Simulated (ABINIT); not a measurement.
Crystal: Al.

```
Al
1.0
     0.00000    2.02481    2.02481
     2.02481    0.00000    2.02481
     2.02481    2.02481    0.00000
Al
1
Direct
  0.00000 0.00000 0.00000
```

Base run:

| Quantity | Value |
| --- | --- |
| Program | ABINIT 10.8.3 (patched build) |
| Functional | LDA-Teter |
| Potentials or basis | PseudoDojo NC SR LDA v0.4.1 standard |
| Cutoff | 599 eV |
| k mesh | 11 × 11 × 11 |
| Occupations | fermi-dirac, width 0.05 eV |
| Spin | no spin polarisation |

Its results: band gap on the k mesh none (metal or under the smearing width); pressure -3.7 GPa.

Task: The run is repeated on the same cell with these changes: functional from LDA-Teter to RPBE; potentials or basis from PseudoDojo NC SR LDA v0.4.1 standard to PseudoDojo NC SR PBE v0.4.1 standard; cutoff from 599 eV to 544 eV. What comes out?

Result: Band gap on the k mesh none (metal or under the smearing width); pressure -0.5 GPa.

Caveats: the potentials were made for another functional, which shifts forces and pressure (some runs).
